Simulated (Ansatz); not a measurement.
The elements of this relaxed trial crystal are hidden behind letters.

```
lattice vectors (Å)
   2.7117    0.0000    0.0000
  -1.3558    2.3484    0.0000
   0.0000    0.0000    6.3669
fractional positions
X 0.0000 0.0000 0.8010
X 0.0000 0.0000 0.1990
Z 0.0000 0.0000 0.5000
```

Computed with DFT PBE, scalar-relativistic, plane waves, PAW in Ansatz 0.2.0. Settings of the last relaxation (3-atom cell): 420 eV, 18×18×8 k points, Gaussian smearing of 0.10 eV, no spin polarisation.

* Space group: P6/mmm (No. 191)
* Conventional cell: a = 2.712 Å, c = 6.367 Å
* Volume per atom: 13.51 Å³
* Density: 16.40 g/cm³
* Formation energy: +0.24 eV/atom
* Gap on the 18×18×8 mesh of the 3-atom cell: 0 eV (a metal)

Energies are uncorrected and count from the elements' standard states at the same level.

Task: X is a d-block element of period 6 and Z is a p-block element of period 2. Which elements are they?

Result: X = Ir, Z = O, so the formula is Ir2O. Density times volume gives a mean mass of 16.40 × 13.51/1.6605 = 133.4 u per atom, and this set has 133.5 u. Among the elements that the hints allow, noble gases aside, only these give it. Ir has 1 O at 1.92 Å, 1 Ir at 2.53 Å and 6 Ir at 2.71 Å; around O lie 2 Ir at 1.92 Å.

These runs have no spin–orbit coupling, which can matter for Ir. Symmetry constrained the relaxation, so the result can be a saddle point.
